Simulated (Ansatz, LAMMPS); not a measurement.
**Squeezing and shearing amorphous TiO2 at 3.66 g/cm^3 (84 atoms)**

How stiff is amorphous TiO2 at 3.66 g/cm^3 (84 atoms), and how do its levels respond to strain?

Calculated with Ansatz 0.2.0; Kohn-Sham DFT, PBE, PAW (set soft_2), plane waves.

### Step 1. Set-up

The cell holds 84 atoms: 28 Ti and 56 O. Its edges and angles: a = 10.052 Å, b = 10.052 Å, c = 10.052 Å, α = 90.0°, β = 90.0°, γ = 90.0°. 84 atoms (28 Ti, 56 O) placed at random at 3.66 g/cm³, melted at 5000 K for 10 ps at fixed volume with the Morse and Coulomb pair potential with partial charges (Pedone, Malavasi, Menziani, Cormack and Segre, J. Phys. Chem. B 110, 11780 (2006)). Quenched from 5000 K to 300 K at 50 K/ps and fixed volume, held 5 ps, then minimised at fixed cell.

What the set-up can't give: The quench rate of 50 K/ps is orders of magnitude faster than experiment, which tends to freeze in extra defects. The network of bonds at the start is that of the classical potential that made the cell, and needn't be the one that DFT or experiment would give. Only the Γ point is sampled.

### Step 2. Single point at the start

The forces at the start show how far the geometry lies from a minimum of this functional.

The input, input.yaml:

```yaml
crystal:
  lattice:
    - [10.052, 0.0, 0.0]
    - [0.0, 10.052, 0.0]
    - [0.0, 0.0, 10.052]
  atoms:
    - { symbol: Ti, position: [0.90266, 0.5146, 0.36988] }
    - { symbol: Ti, position: [0.62757, 0.007, 0.55969] }
    - { symbol: Ti, position: [0.54958, 0.87169, 0.11699] }
    - { symbol: Ti, position: [0.64213, 0.53454, 0.05738] }
    - { symbol: Ti, position: [0.51323, 0.14635, 0.91446] }
    - { symbol: Ti, position: [0.36094, 0.6136, 0.60712] }
    - { symbol: Ti, position: [0.97012, 0.18187, 0.531] }
    - { symbol: Ti, position: [0.60462, 0.33959, 0.65431] }
    - { symbol: Ti, position: [0.29784, 0.05103, 0.49028] }
    - { symbol: Ti, position: [0.34277, 0.78188, 0.30956] }
    - { symbol: Ti, position: [0.21979, 0.35243, 0.65577] }
    - { symbol: Ti, position: [0.08423, 0.82732, 0.58534] }
    - { symbol: Ti, position: [0.61752, 0.77155, 0.78264] }
    - { symbol: Ti, position: [0.88073, 0.78088, 0.09204] }
    - { symbol: Ti, position: [0.28419, 0.93772, 0.79983] }
    - { symbol: Ti, position: [0.3579, 0.42578, 0.91314] }
    - { symbol: Ti, position: [0.87656, 0.97939, 0.80034] }
    - { symbol: Ti, position: [0.21726, 0.47655, 0.32537] }
    - { symbol: Ti, position: [0.0336, 0.52306, 0.98282] }
    - { symbol: Ti, position: [0.11065, 0.01563, 0.24807] }
    - { symbol: Ti, position: [0.73404, 0.17388, 0.3156] }
    - { symbol: Ti, position: [0.86807, 0.53924, 0.69812] }
    - { symbol: Ti, position: [0.10756, 0.19314, 0.95936] }
    - { symbol: Ti, position: [0.81508, 0.8364, 0.35554] }
    - { symbol: Ti, position: [0.81805, 0.23389, 0.99676] }
    - { symbol: Ti, position: [0.41107, 0.21834, 0.20644] }
    - { symbol: Ti, position: [0.22895, 0.73301, 0.05335] }
    - { symbol: Ti, position: [0.59182, 0.58206, 0.40256] }
    - { symbol: O, position: [0.49861, 0.29387, 0.79284] }
    - { symbol: O, position: [0.69136, 0.14367, 0.89721] }
    - { symbol: O, position: [0.44111, 0.01751, 0.81509] }
    - { symbol: O, position: [0.07935, 0.09594, 0.41782] }
    - { symbol: O, position: [0.94555, 0.13296, 0.90064] }
    - { symbol: O, position: [0.42052, 0.65908, 0.42878] }
    - { symbol: O, position: [0.22154, 0.52322, 0.00432] }
    - { symbol: O, position: [0.3186, 0.11295, 0.31683] }
    - { symbol: O, position: [0.95549, 0.91752, 0.22239] }
    - { symbol: O, position: [0.20341, 0.30738, 0.84996] }
    - { symbol: O, position: [0.69319, 0.918, 0.70288] }
    - { symbol: O, position: [0.20459, 0.70165, 0.60383] }
    - { symbol: O, position: [0.205, 0.89166, 0.15193] }
    - { symbol: O, position: [0.71977, 0.837, 0.18328] }
    - { symbol: O, position: [0.1217, 0.1546, 0.13269] }
    - { symbol: O, position: [0.22336, 0.64386, 0.2636] }
    - { symbol: O, position: [0.39946, 0.74812, 0.11796] }
    - { symbol: O, position: [0.57135, 0.22508, 0.28212] }
    - { symbol: O, position: [0.47162, 0.72615, 0.69491] }
    - { symbol: O, position: [0.62676, 0.18561, 0.57283] }
    - { symbol: O, position: [0.25985, 0.78893, 0.88736] }
    - { symbol: O, position: [0.48588, 0.88645, 0.2883] }
    - { symbol: O, position: [0.89335, 0.07982, 0.64807] }
    - { symbol: O, position: [0.68824, 0.73296, 0.44576] }
    - { symbol: O, position: [0.19539, 0.05231, 0.89799] }
    - { symbol: O, position: [0.88879, 0.66873, 0.27659] }
    - { symbol: O, position: [0.29939, 0.2096, 0.58255] }
    - { symbol: O, position: [0.73228, 0.00706, 0.40619] }
    - { symbol: O, position: [0.58211, 0.57247, 0.21956] }
    - { symbol: O, position: [0.73429, 0.47133, 0.38978] }
    - { symbol: O, position: [0.93581, 0.56052, 0.53777] }
    - { symbol: O, position: [0.04632, 0.4425, 0.29952] }
    - { symbol: O, position: [0.97882, 0.35462, 0.00763] }
    - { symbol: O, position: [0.24736, 0.46102, 0.50074] }
    - { symbol: O, position: [0.58938, 0.80703, 0.95097] }
    - { symbol: O, position: [0.80885, 0.16, 0.15821] }
    - { symbol: O, position: [0.94921, 0.84339, 0.47548] }
    - { symbol: O, position: [0.85497, 0.88794, 0.95209] }
    - { symbol: O, position: [0.76611, 0.39142, 0.7069] }
    - { symbol: O, position: [0.20433, 0.9665, 0.64086] }
    - { symbol: O, position: [0.53544, 0.47838, 0.56157] }
    - { symbol: O, position: [0.32315, 0.4873, 0.73759] }
    - { symbol: O, position: [0.05328, 0.3059, 0.6193] }
    - { symbol: O, position: [0.33501, 0.37469, 0.25266] }
    - { symbol: O, position: [0.04449, 0.69402, 0.04616] }
    - { symbol: O, position: [0.50593, 0.04619, 0.07408] }
    - { symbol: O, position: [0.22879, 0.88434, 0.40634] }
    - { symbol: O, position: [0.73879, 0.65017, 0.74545] }
    - { symbol: O, position: [0.40373, 0.26899, 0.02419] }
    - { symbol: O, position: [0.45676, 0.9824, 0.53866] }
    - { symbol: O, position: [0.85985, 0.24732, 0.41402] }
    - { symbol: O, position: [0.80081, 0.61575, 0.03077] }
    - { symbol: O, position: [0.70557, 0.3699, 0.03506] }
    - { symbol: O, position: [0.99755, 0.5366, 0.81377] }
    - { symbol: O, position: [0.50348, 0.52383, 0.94838] }
    - { symbol: O, position: [0.99052, 0.85108, 0.73545] }
kpoints:
  mp_grid: { grid: [1, 1, 1] }
hamiltonian:
  xc: pbe
scf:
  occupations: { method: fixed }
output:
  forces: true
```

The run is started by

```bash
$ ansatz run input.yaml --threads 4 --pin off --max-ram 8192MiB --backend cpu --events-out ev --progress --plain --runs-dir out
```

Numbers of over 12 decimals in the logs are rounded to 6 here.

Output:

```text
Engine: ansatz 0.2.0, x86_64-unknown-linux-gnu
Pseudopotentials: kind: paw
Pseudopotential: Ti, paw, valence charge 12, recommended cutoff 420 eV (normal), Ti.paw.azcp
Pseudopotential: O, paw, valence charge 6, recommended cutoff 420 eV (normal), O.paw.azcp
[... 5 lines on functional and potentials left out ...]
Crystal: 84 atoms, lattice volume = 1015.681 Å³
Basis set: ecut = 420 eV, 19933 PW (Γ), exchange–correlation on 144×144×144 points (8 copies of the dense FFT grid, shifted against one another)
Bands: 420, of which v1, the nominal top of the filled ones, is band 336 counted from 1 (335 counted from 0)
Symmetry: 1 space group operations
Space group: P1 (ITA 1), of the structure as read, at distance tolerance 1.0e-4 Å
k-points: 1
[... 5 lines on functional and potentials left out ...]
Initial density: superposition of atomic densities (neutral atoms: chi_scale 0, normalization atom), corrected by the library's trained network
Initial wavefunctions: pseudopotential atomic-orbital guess
Functional: x = pbe(κ = 0.804, μ = 0.219515), c = pbe(β = 0.066725)
SCF iter   1: F=—  HF=-101871.147553 eV  |F-HF|=—  |Δ(HF+E_count)|=         —  Δρ=4.64e-3  dr2=2.18e-1  ethr=1.77e-3  ⟨swp⟩=3.0  Hψ=1278  notcnv=0  defer=81
preconditioner: auto → Resta (q_TF=auto, 2.547 Å⁻¹)  ε∞=7.0  [insulator: Δε(μ)=2.560 eV  Ē_g=10.056 eV  n_scr=256 (ndim 8)  ℏωp=24.7 eV  f_vac=0.084  ε∞_Penn≈7.0]
SCF iter   2: F=—  HF=-101871.125058 eV  |F-HF|=—  |Δ(HF+E_count)|=   2.25e-2  Δρ=2.36e-3  dr2=3.52e-2  ethr=3.25e-5  ⟨swp⟩=3.0  Hψ=627  notcnv=0  defer=82
SCF iter   3: F=—  HF=-101871.126549 eV  |F-HF|=—  |Δ(HF+E_count)|=   1.49e-3  Δρ=1.15e-3  dr2=1.43e-2  ethr=5.24e-6  ⟨swp⟩=3.0  Hψ=659  notcnv=0  defer=82
SCF iter   4: F=—  HF=-101871.127060 eV  |F-HF|=—  |Δ(HF+E_count)|=   5.11e-4  Δρ=4.32e-4  dr2=2.66e-3  ethr=2.12e-6  ⟨swp⟩=2.0  Hψ=518  notcnv=0  defer=82
SCF iter   5: F=—  HF=-101871.126999 eV  |F-HF|=—  |Δ(HF+E_count)|=   6.03e-5  Δρ=2.09e-4  dr2=5.20e-4  ethr=3.95e-7  ⟨swp⟩=2.0  Hψ=656  notcnv=0  defer=82
SCF iter   6: F=—  HF=-101871.127109 eV  |F-HF|=—  |Δ(HF+E_count)|=   1.10e-4  Δρ=1.18e-4  dr2=1.59e-4  ethr=7.74e-8  ⟨swp⟩=2.0  Hψ=656  notcnv=0  defer=76
SCF iter   7: F=—  HF=-101871.127143 eV  |F-HF|=—  |Δ(HF+E_count)|=   3.41e-5  Δρ=4.62e-5  dr2=2.31e-5  ethr=2.37e-8  ⟨swp⟩=2.0  Hψ=568  notcnv=0  defer=72
SCF iter   8: F=—  HF=-101871.128836 eV  |F-HF|=—  |Δ(HF+E_count)|=   1.69e-3  Δρ=2.49e-5  dr2=6.91e-6  ethr=3.44e-9  ⟨swp⟩=2.0  Hψ=754  notcnv=0  defer=73
SCF iter   9: F=—  HF=-101871.128838 eV  |F-HF|=—  |Δ(HF+E_count)|=   2.36e-6  Δρ=1.04e-5  dr2=1.27e-6  ethr=1.03e-9  ⟨swp⟩=2.0  Hψ=559  notcnv=0  defer=73
SCF iter  10: F=—  HF=-101871.128839 eV  |F-HF|=—  |Δ(HF+E_count)|=   5.60e-7  Δρ=5.61e-6  dr2=3.89e-7  ethr=1.89e-10  ⟨swp⟩=2.0  Hψ=552  notcnv=0  defer=73
SCF iter  11: F=-101871.128839 eV  HF=-101871.128839 eV  |F-HF|=1.26e-8  |Δ(HF+E_count)|=   7.31e-8  Δρ=2.66e-6  dr2=8.26e-8  ethr=1.49e-11  ⟨swp⟩=2.0  Hψ=1294  notcnv=0
SCF 1 converged in 11 iterations: F = -101871.128839 eV  dr2 = 8.26e-8
  greatest PAW one-centre occupation: 0.999 electrons in one spin orbital (limit 2), on the Ti atom at site 13 (counted from 0), in its partial waves of l = 0
SCF converged after 11 iterations
Free energy (F): -101871.128839 eV
Harris-Foulkes:  -101871.128839 eV  (|F-HF|=1.26e-8)
Internal energy: -101871.128839 eV  (E = F + TS)
E sigma→0 (E₀):  -101871.128839 eV
Fermi energy:    6.750266 eV
--- Per-component energies (eV) ---
  E_band       = -6788.629295
  E_kinetic    = 17545.820002
  E_local      = -53023.018455  (includes V_loc(G=0)·N_el)
  E_nonlocal   = 2789.868274
  E_hartree    = 20676.007326
  E_xc         = -6900.408658
  E_vxc        = -8736.961237  (∫ρ·V_xc dr)
  E_paw        = -38145.237225  (= ΣΔE_a)
  E_vpaw       = -6716.492299  (= ΣTr[D̂ρ^β])
  E_aug_tail   = 0.141079  (compensation charges beyond the density's cutoff)
  E_ewald      = -44814.301183
  E_smearing   = -0.000000  (= −TS)
  E_closure    = -0.000000  (closes the sum)
  Σ components = -101871.128839   (vs F -101871.128839, Δ=0.00e0)
--- Forces (eV/Å), atoms counted from 1 ---
  atom   1  Ti    -0.74912120     1.68960407    -0.24602097
  atom   2  Ti     0.13133170     0.79463932    -0.29664585
  atom   3  Ti    -0.90232840     0.85245518     0.95685544
  atom   4  Ti     1.15952364     0.10032306     0.78318890
  atom   5  Ti    -0.04693497     0.06972143     0.53913892
  atom   6  Ti     0.21892440    -0.23007828    -1.05052880
  atom   7  Ti     0.92244897    -0.84901181    -0.59863051
  atom   8  Ti    -0.66703293     1.14796299     0.63633987
  atom   9  Ti    -0.65643539     0.38989183    -0.43922309
  atom  10  Ti     0.10893087     0.50636893    -0.61519472
  atom  11  Ti     0.19274193    -1.74036155    -0.71748929
  atom  12  Ti     0.46049403     1.27013564    -0.39498579
  atom  13  Ti    -0.04695317    -0.16303371     0.27143501
  atom  14  Ti    -0.55324877    -0.58647264     0.26143937
[...]
atom  83  O     -1.50954369     0.37961488    -1.38308898
  atom  84  O     -0.40738150     0.09035528     1.07018918
  max |Σ_I F_I| component: 2.39e-5 eV/Å
```

It took 16 s on 4 threads of Intel Xeon Platinum 8488C (Sapphire Rapids), shared host; peak memory 1.5 GiB.

The r.m.s. force at the start is 0.70 eV/Å.

(Part 1 of 4 ends here.)

[Logs are printed without paths, hosts, clocks, repeated set-up lines and the standing remarks that a program may print on its own settings, such as how far it seeks lower states.]

[Hosts, paths, dates, database ids (printed as entryN), source tags and the programs' standing remarks are cut or masked in the printed files.]
